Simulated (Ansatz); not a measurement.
# Zinc, hcp under PBEsol: from relaxation to bulk modulus, part 2 of 2

The plan for zinc in the hcp structure: relax it, solve it on a dense k-mesh, switch on spin-orbit coupling, then scale the cell to 7 volumes from 88 to 112 % of the relaxed one and try a fit of the equation of state. The k-meshes are 13×13×7 for the relaxation; 23×23×11 for the dense run; 14×14×7 for spin-orbit coupling; 23×23×11 for the volumes. It starts from a deposited cell (COD).

Ansatz 0.2.0; DFT, PBEsol, plane waves (420 eV) with PAW, scalar-relativistic.

### Step 6. Equation of state: 92 %

Contents of input.yaml:

```yaml
crystal:
  lattice:
    - [2.5379470757, 0.0, 0.0]
    - [-1.2689735379, 2.197926641, 0.0]
    - [0.0, 0.0, 4.6685148563]
  atoms:
    - { symbol: Zn, position: [0.3333333333, 0.6666666667, 0.25] }
    - { symbol: Zn, position: [0.6666666667, 0.3333333333, 0.75] }
hamiltonian:
  xc: pbesol
  pseudopotentials:
    kind: paw
    azcp:
      Zn: "pseudopotentials/Zn.paw.azcp"
basis:
  ecutwfc: 420
  fft_grid_basis: typed
kpoints:
  mp_grid: { grid: [23, 23, 11], shift: [0, 0, 0] }
magnetization:
  spin_polarized: false
scf:
  occupations: { method: fermi_dirac, width: 0.1 }
output:
  stress: true
```

Output (excerpt; [...] marks lines left out):

```text
Warning: <dir> the record states the generating functional pbe (its physics header spells it `PBE`), which answers neither for hamiltonian.xc's functional nor for the pbesol family's — results may be inconsistent (PPs are generated against a specific XC)
[...]
Pseudopotentials: kind: paw
Pseudopotential: Zn, paw, valence charge 12, recommended cutoff 420 eV (normal), <dir>
Functional definition: PBEsol
[...]
Crystal: 2 atoms, lattice volume = 26.042 Å³
Basis set: ecut = 420 eV, 513 PW (Γ)
Bands: 16, of which v1, the nominal top of the filled ones, is band 12 counted from 1 (11 counted from 0)
Symmetry: 24 space group operations
Space group: P63/mmc (ITA 194), of the structure as read, at distance tolerance 3.0e-5 Å
k-points: 336 of 5819
[...]
SCF iter   1: F=—  HF=-6561.754467 eV  |F-HF|=—  |Δ(HF+E_count)|=         —  Δρ=6.23e-3  dr2=5.83e-3  ethr=1.77e-3  ⟨swp⟩=5.2  Hψ=25964  notcnv=0
[...]
SCF iter   6: F=-6561.752770 eV  HF=-6561.752770 eV  |F-HF|=1.12e-9  |Δ(HF+E_count)|=   7.24e-9  Δρ=4.09e-6  dr2=2.17e-9  ethr=1.72e-10  ⟨swp⟩=2.1  Hψ=19503  notcnv=0
[...]
SCF converged after 6 iterations
Free energy (F): -6561.752770 eV
[...]
E sigma→0 (E₀):  -6561.746171 eV
Entropy (-TS):   -0.013199 eV (-6.599 meV/atom)
Fermi energy:    13.380568 eV
[...]
--- Stress (GPa, compression-positive) ---
       11.029125       0.000000       0.000000
        0.000000      11.029125       0.000000
        0.000000       0.000000       6.949880
  P = ⅓ Tr σ = 9.6694 GPa (96.694 kbar)
```

It took 8.8 s on 1 thread of an x86-64 CPU, shared host; peak memory 0.6 GiB.

### Step 7. Equation of state: 96 %

input.yaml: that of step 6 with these lines changed.

```diff
@@ -2,5 +2,5 @@
   lattice:
-    - [2.5379470757, 0.0, 0.0]
-    - [-1.2689735379, 2.197926641, 0.0]
-    - [0.0, 0.0, 4.6685148563]
+    - [2.5742083616, 0.0, 0.0]
+    - [-1.2871041808, 2.2293298358, 0.0]
+    - [0.0, 0.0, 4.7352169374]
   atoms:
```

Output (excerpt; [...] marks lines left out):

```text
Warning: <dir> the record states the generating functional pbe (its physics header spells it `PBE`), which answers neither for hamiltonian.xc's functional nor for the pbesol family's — results may be inconsistent (PPs are generated against a specific XC)
[...]
[... 3 set-up lines as earlier in the session ...]
[...]
Crystal: 2 atoms, lattice volume = 27.174 Å³
Basis set: ecut = 420 eV, 525 PW (Γ)
Bands: 16, of which v1, the nominal top of the filled ones, is band 12 counted from 1 (11 counted from 0)
[... 2 set-up lines as earlier in the session ...]
k-points: 336 of 5819
[...]
SCF iter   1: F=—  HF=-6561.802733 eV  |F-HF|=—  |Δ(HF+E_count)|=         —  Δρ=5.86e-3  dr2=5.29e-3  ethr=1.77e-3  ⟨swp⟩=5.2  Hψ=26135  notcnv=0
[...]
SCF iter   6: F=-6561.801258 eV  HF=-6561.801258 eV  |F-HF|=1.01e-9  |Δ(HF+E_count)|=   3.05e-9  Δρ=3.99e-6  dr2=2.01e-9  ethr=1.34e-10  ⟨swp⟩=2.1  Hψ=19640  notcnv=0
[...]
SCF converged after 6 iterations
Free energy (F): -6561.801258 eV
[...]
E sigma→0 (E₀):  -6561.794522 eV
Entropy (-TS):   -0.013471 eV (-6.736 meV/atom)
Fermi energy:    12.655267 eV
[...]
--- Stress (GPa, compression-positive) ---
        4.917321       0.000000       0.000000
       -0.000000       4.917321       0.000000
        0.000000       0.000000       2.987428
  P = ⅓ Tr σ = 4.2740 GPa (42.740 kbar)
```

Wall time 10 s (1 thread of an x86-64 CPU, shared host); peak memory 0.61 GiB.

### Step 8. Equation of state: 100 %

input.yaml: that of step 7 with these lines changed.

```diff
@@ -2,5 +2,5 @@
   lattice:
-    - [2.5742083616, 0.0, 0.0]
-    - [-1.2871041808, 2.2293298358, 0.0]
-    - [0.0, 0.0, 4.7352169374]
+    - [2.6094758723, 0.0, 0.0]
+    - [-1.3047379362, 2.259872396, 0.0]
+    - [0.0, 0.0, 4.8000909844]
   atoms:
```

Output (excerpt; [...] marks lines left out):

```text
Warning: <dir> the record states the generating functional pbe (its physics header spells it `PBE`), which answers neither for hamiltonian.xc's functional nor for the pbesol family's — results may be inconsistent (PPs are generated against a specific XC)
[...]
[... 3 set-up lines as earlier in the session ...]
[...]
Crystal: 2 atoms, lattice volume = 28.307 Å³
Basis set: ecut = 420 eV, 563 PW (Γ)
Bands: 16, of which v1, the nominal top of the filled ones, is band 12 counted from 1 (11 counted from 0)
[... 2 set-up lines as earlier in the session ...]
k-points: 336 of 5819
[...]
SCF iter   1: F=—  HF=-6561.817262 eV  |F-HF|=—  |Δ(HF+E_count)|=         —  Δρ=5.49e-3  dr2=4.80e-3  ethr=1.77e-3  ⟨swp⟩=5.1  Hψ=26184  notcnv=0
[...]
SCF iter   6: F=-6561.815920 eV  HF=-6561.815920 eV  |F-HF|=9.88e-10  |Δ(HF+E_count)|=  8.42e-10  Δρ=4.00e-6  dr2=2.01e-9  ethr=1.13e-10  ⟨swp⟩=2.2  Hψ=19840  notcnv=0
[...]
SCF converged after 6 iterations
Free energy (F): -6561.815920 eV
[...]
E sigma→0 (E₀):  -6561.808952 eV
Entropy (-TS):   -0.013935 eV (-6.967 meV/atom)
Fermi energy:    11.990362 eV
[...]
--- Stress (GPa, compression-positive) ---
        0.135587      -0.000000       0.000000
       -0.000000       0.135587       0.000000
        0.000000       0.000000      -0.109366
  P = ⅓ Tr σ = 0.0539 GPa (0.539 kbar)
```

It took 8.6 s on 1 thread of an x86-64 CPU, shared host; peak memory 0.61 GiB.

### Step 9. Equation of state: 104 %

input.yaml: that of step 8 with these lines changed.

```diff
@@ -2,5 +2,5 @@
   lattice:
-    - [2.6094758723, 0.0, 0.0]
-    - [-1.3047379362, 2.259872396, 0.0]
-    - [0.0, 0.0, 4.8000909844]
+    - [2.6438150191, 0.0, 0.0]
+    - [-1.3219075096, 2.2896109695, 0.0]
+    - [0.0, 0.0, 4.86325732]
   atoms:
```

Output (excerpt; [...] marks lines left out):

```text
Warning: <dir> the record states the generating functional pbe (its physics header spells it `PBE`), which answers neither for hamiltonian.xc's functional nor for the pbesol family's — results may be inconsistent (PPs are generated against a specific XC)
[...]
[... 3 set-up lines as earlier in the session ...]
[...]
Crystal: 2 atoms, lattice volume = 29.439 Å³
Basis set: ecut = 420 eV, 575 PW (Γ)
Bands: 16, of which v1, the nominal top of the filled ones, is band 12 counted from 1 (11 counted from 0)
[... 2 set-up lines as earlier in the session ...]
k-points: 336 of 5819
[...]
SCF iter   1: F=—  HF=-6561.805416 eV  |F-HF|=—  |Δ(HF+E_count)|=         —  Δρ=5.10e-3  dr2=4.28e-3  ethr=1.77e-3  ⟨swp⟩=5.1  Hψ=26333  notcnv=0
[...]
SCF iter   6: F=-6561.804198 eV  HF=-6561.804198 eV  |F-HF|=1.50e-9  |Δ(HF+E_count)|=   4.45e-9  Δρ=4.40e-6  dr2=2.55e-9  ethr=8.20e-11  ⟨swp⟩=2.3  Hψ=20366  notcnv=0
[...]
SCF converged after 6 iterations
Free energy (F): -6561.804198 eV
[...]
E sigma→0 (E₀):  -6561.796855 eV
Entropy (-TS):   -0.014686 eV (-7.343 meV/atom)
Fermi energy:    11.377148 eV
[...]
--- Stress (GPa, compression-positive) ---
       -3.583010      -0.000000       0.000000
       -0.000000      -3.583010       0.000000
        0.000000       0.000000      -2.537819
  P = ⅓ Tr σ = -3.2346 GPa (-32.346 kbar)
```

It took 9.1 s on 1 thread of an x86-64 CPU, shared host; peak memory 0.61 GiB.

### Step 10. Equation of state: 108 %

input.yaml: that of step 9 with these lines changed.

```diff
@@ -2,5 +2,5 @@
   lattice:
-    - [2.6438150191, 0.0, 0.0]
-    - [-1.3219075096, 2.2896109695, 0.0]
-    - [0.0, 0.0, 4.86325732]
+    - [2.6772845851, 0.0, 0.0]
+    - [-1.3386422925, 2.3185964638, 0.0]
+    - [0.0, 0.0, 4.9248240751]
   atoms:
```

Output (excerpt; [...] marks lines left out):

```text
Warning: <dir> the record states the generating functional pbe (its physics header spells it `PBE`), which answers neither for hamiltonian.xc's functional nor for the pbesol family's — results may be inconsistent (PPs are generated against a specific XC)
[...]
[... 3 set-up lines as earlier in the session ...]
[...]
Crystal: 2 atoms, lattice volume = 30.571 Å³
Basis set: ecut = 420 eV, 635 PW (Γ)
Bands: 16, of which v1, the nominal top of the filled ones, is band 12 counted from 1 (11 counted from 0)
[... 2 set-up lines as earlier in the session ...]
k-points: 336 of 5819
[...]
SCF iter   1: F=—  HF=-6561.773111 eV  |F-HF|=—  |Δ(HF+E_count)|=         —  Δρ=4.67e-3  dr2=3.68e-3  ethr=1.77e-3  ⟨swp⟩=5.0  Hψ=26460  notcnv=0
[...]
SCF iter   6: F=-6561.771965 eV  HF=-6561.771965 eV  |F-HF|=3.32e-9  |Δ(HF+E_count)|=   1.55e-8  Δρ=5.15e-6  dr2=4.02e-9  ethr=5.89e-11  ⟨swp⟩=2.6  Hψ=21157  notcnv=0
[...]
SCF converged after 6 iterations
Free energy (F): -6561.771965 eV
[...]
E sigma→0 (E₀):  -6561.764092 eV
Entropy (-TS):   -0.015746 eV (-7.873 meV/atom)
Fermi energy:    10.807720 eV
[...]
--- Stress (GPa, compression-positive) ---
       -6.439529      -0.000000       0.000000
       -0.000000      -6.439529       0.000000
        0.000000       0.000000      -4.445793
  P = ⅓ Tr σ = -5.7750 GPa (-57.750 kbar)
```

Run time: 11 s. Hardware: 1 thread of an x86-64 CPU, shared host; peak memory 0.62 GiB.

### Step 11. Equation of state: 112 %

input.yaml: that of step 10 with these lines changed.

```diff
@@ -2,5 +2,5 @@
   lattice:
-    - [2.6772845851, 0.0, 0.0]
-    - [-1.3386422925, 2.3185964638, 0.0]
-    - [0.0, 0.0, 4.9248240751]
+    - [2.7099376152, 0.0, 0.0]
+    - [-1.3549688076, 2.3468748174, 0.0]
+    - [0.0, 0.0, 4.984888825]
   atoms:
```

Output (excerpt; [...] marks lines left out):

```text
Warning: <dir> the record states the generating functional pbe (its physics header spells it `PBE`), which answers neither for hamiltonian.xc's functional nor for the pbesol family's — results may be inconsistent (PPs are generated against a specific XC)
[...]
[... 3 set-up lines as earlier in the session ...]
[...]
Crystal: 2 atoms, lattice volume = 31.703 Å³
Basis set: ecut = 420 eV, 647 PW (Γ)
Bands: 16, of which v1, the nominal top of the filled ones, is band 12 counted from 1 (11 counted from 0)
[... 1 set-up line as earlier in the session ...]
Space group: P63/mmc (ITA 194), of the structure as read, at distance tolerance 3.2e-5 Å
k-points: 336 of 5819
[...]
SCF iter   1: F=—  HF=-6561.725203 eV  |F-HF|=—  |Δ(HF+E_count)|=         —  Δρ=4.08e-3  dr2=2.94e-3  ethr=1.77e-3  ⟨swp⟩=5.1  Hψ=26512  notcnv=0
[...]
SCF iter   6: F=-6561.724005 eV  HF=-6561.724005 eV  |F-HF|=6.73e-10  |Δ(HF+E_count)|=   6.71e-8  Δρ=2.99e-6  dr2=1.45e-9  ethr=8.35e-11  ⟨swp⟩=2.7  Hψ=22206  notcnv=0
[...]
SCF converged after 6 iterations
Free energy (F): -6561.724005 eV
[...]
E sigma→0 (E₀):  -6561.715516 eV
Entropy (-TS):   -0.016978 eV (-8.489 meV/atom)
Fermi energy:    10.275852 eV
[...]
--- Stress (GPa, compression-positive) ---
       -8.595736       0.000000       0.000000
       -0.000000      -8.595736       0.000000
        0.000000       0.000000      -5.941971
  P = ⅓ Tr σ = -7.7111 GPa (-77.111 kbar)
```

Wall time 16 s (1 thread of an x86-64 CPU, shared host); peak memory 0.61 GiB.

### Step 12. Fitting the volumes

All volumes keep the relaxed shape and fractional coordinates.

```tsv
V (Å³/atom)	E − E₀ (meV/atom)	P from the stress (GPa)	P from the fit (GPa)
12.455	77.1	16.55	16.59
13.021	31.4	9.67	9.64
13.587	7.2	4.27	4.23
14.153	0.0	0.05	0.01
14.719	6.0	-3.23	-3.28
15.286	22.4	-5.77	-5.85
15.852	46.7	-7.71	-7.85
```

Fit (Birch-Murnaghan, third order): V₀ = 14.155 Å³/atom, B₀ = 93 GPa, B₀′ = 5.2, largest residual 0.05 meV/atom.

### Step 13. Results

The summary covers parts 1 to 2.

| quantity | value |
| --- | --- |
| space group (spins left aside) | P6_3/mmc (No. 194) |
| conventional cell | a = 2.609 Å, c = 4.800 Å (c/a = 1.839) |
| volume | 14.153 Å³/atom |
| shortest distance | 2.609 Å |
| against the deposited volume | -7.0 % (15.211 Å³/atom) |
| gap on the mesh | none (levels filled in part) |
| V₀, B₀, B₀′ | 14.155 Å³/atom, 93 GPa, 5.2 |

In words: The volume comes out 7.0 % smaller than measured. Levels at the Fermi energy are filled in part, as in a metal. The total energy of the spin-orbit run (on a coarser mesh) lies -62 meV/atom from the scalar one; mesh and treatment of the core enter this figure, so it is no spin-orbit energy. The fitted modulus is 93 GPa; letting shape and positions relax at each volume could only lower it.
